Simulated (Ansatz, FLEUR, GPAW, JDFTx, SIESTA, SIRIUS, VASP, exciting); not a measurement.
## Ge: 8 runs at one level of theory

```
Ge
1.0
     0.00000    2.82891    2.82891
     2.82891    0.00000    2.82891
     2.82891    2.82891    0.00000
Ge
2
Direct
  0.75000 0.75000 0.75000
  0.50000 0.50000 0.50000
```

Alike in all runs: task equation of state; functional PBEsol; k mesh 8 × 8 × 8; occupations fermi-dirac, width 0.05 eV; no spin polarisation; no spin-orbit coupling.

| program and potentials | plane-wave cutoff (eV) | notes | equilibrium volume (Å³/atom) | bulk modulus (GPa) |
| --- | --- | --- | --- | --- |
| JDFTx, PseudoDojo-SR-PBEsol-0.4.1-standard with smoothed tails | 1061 | - | 22.86 | 66.1 |
| FLEUR, all-electron, FLAPW | - | - | 22.85 | 66.5 |
| SIRIUS, PseudoDojo 0.4.1 PBEsol standard (scalar relativistic) | 1078 | - | 22.86 | 66.1 |
| exciting, all-electron LAPW+lo, shipped species files, valence relativity iora* | - | - | 22.85 | 65.8 |
| SIESTA, files PseudoDojo sr-pbesol-0.4.1-standard, DZP (energy shift 0.003 Ry; two zetas on semicore shells) | - | atomic basis | 23.19 | 67.2 |
| VASP, PBE PAW files Ge_d, 520 eV | 520 | potentials made for PBE | 22.84 | 66.2 |
| Ansatz, all-electron LAPW, scalar-relativistic | - | - | 22.85 | 66.1 |
| GPAW, PAW data sets generated for this functional | 600 | - | ? | ? |

Problem. Estimate from the other rows what the run with GPAW, PAW data sets generated for this functional gave.

Solution. Equilibrium volume 22.96 Å³/atom; bulk modulus 67.2 GPa. The other rows, which needn't bracket it: equilibrium volume 22.84 to 23.19; bulk modulus 65.8 to 67.2.
